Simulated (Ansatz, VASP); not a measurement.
# Two plane-wave programs on Ga2O3

Contents of INCAR:

```
  PREC = Accurate
  ENCUT = 520
  EDIFF = 1E-7
  ISMEAR = 0
  SIGMA = 0.011
  LREAL = False
  LASPH = True
  NELM = 60
  ALGO = Fast
  ISIF = 2
  LWAVE = False
  LCHARG = False
  GGA = PE
```

Contents of KPOINTS:

```
regular mesh
0
Gamma
  9 9 5
```

Contents of POSCAR:

```
Ga2O3
1.0
    6.1070000000     -1.5185500000      0.0000000000
    6.1070000000      1.5185500000      0.0000000000
   -1.3859888959      0.0000000000      5.6300087380
Ga O
4 6
Direct
    0.3413400000      0.3413400000      0.6859800000
    0.6586600000      0.6586600000      0.3140200000
    0.9095000000      0.9095000000      0.2054000000
    0.0905000000      0.0905000000      0.7946000000
    0.5041000000      0.5041000000      0.7434000000
    0.4959000000      0.4959000000      0.2566000000
    0.8267000000      0.8267000000      0.4368000000
    0.1733000000      0.1733000000      0.5632000000
    0.8355000000      0.8355000000      0.8902000000
    0.1645000000      0.1645000000      0.1098000000
```

Contents of input.yaml:

```yaml
crystal:
  lattice:
    - [6.107, -1.51855, 0.0]
    - [6.107, 1.51855, 0.0]
    - [-1.3859888959, 0.0, 5.630008738]
  atoms:
    - { symbol: Ga, position: [0.34134, 0.34134, 0.68598] }
    - { symbol: Ga, position: [0.65866, 0.65866, 0.31402] }
    - { symbol: Ga, position: [0.9095, 0.9095, 0.2054] }
    - { symbol: Ga, position: [0.0905, 0.0905, 0.7946] }
    - { symbol: O, position: [0.5041, 0.5041, 0.7434] }
    - { symbol: O, position: [0.4959, 0.4959, 0.2566] }
    - { symbol: O, position: [0.8267, 0.8267, 0.4368] }
    - { symbol: O, position: [0.1733, 0.1733, 0.5632] }
    - { symbol: O, position: [0.8355, 0.8355, 0.8902] }
    - { symbol: O, position: [0.1645, 0.1645, 0.1098] }
hamiltonian:
  xc: pbe
  pseudopotentials: { kind: paw }
kpoints:
  mp_grid: { grid: [9, 9, 5] }
scf:
  occupations: { method: gaussian, width: 0.011 }
output:
  forces: true
  stress: true
  eigenvalues: true
```

Alike in both runs: task single point; functional PBE; k mesh 9 × 9 × 5; occupations gaussian, width 0.011 eV; no spin polarisation.

|  | VASP | Ansatz |
| --- | --- | --- |
| version | VASP 6.6.1 | Ansatz 0.2.0 |
| potentials or method | VASP PAW PBE potentials, release 64 (Ga_d, O) | Ansatz PAW |
| plane-wave cutoff (eV) | 520 | 420 |
| valence electrons in the cell | 88 | 88 |

|  | VASP | Ansatz | Ansatz less VASP |
| --- | --- | --- | --- |
| gap on the k mesh at the Fermi level (eV) | 2.42 | 2.44 | +0.015 |
| least direct gap on the mesh (eV) | 2.44 | 2.46 | +0.013 |
| pressure (GPa) | 10.2 | 9.6 | -0.64 |
| largest component of the traceless stress (GPa) | 0.77 | 0.67 | -0.102 |
| rms of the force components (eV/Å) | 0.087 | 0.082 | -0.0050 |

Atom by atom the forces differ by 0.010 eV/Å (rms over components).

Caveats: an odd mesh through Γ misses points on the zone boundary, where band edges often lie (VASP); odd divisions of the mesh miss points on the zone boundary, where band edges often lie, so the gap on the mesh can be too wide (Ansatz); the pressure holds a Pulay correction of +0.8 GPa for the finite cutoff (Ansatz).
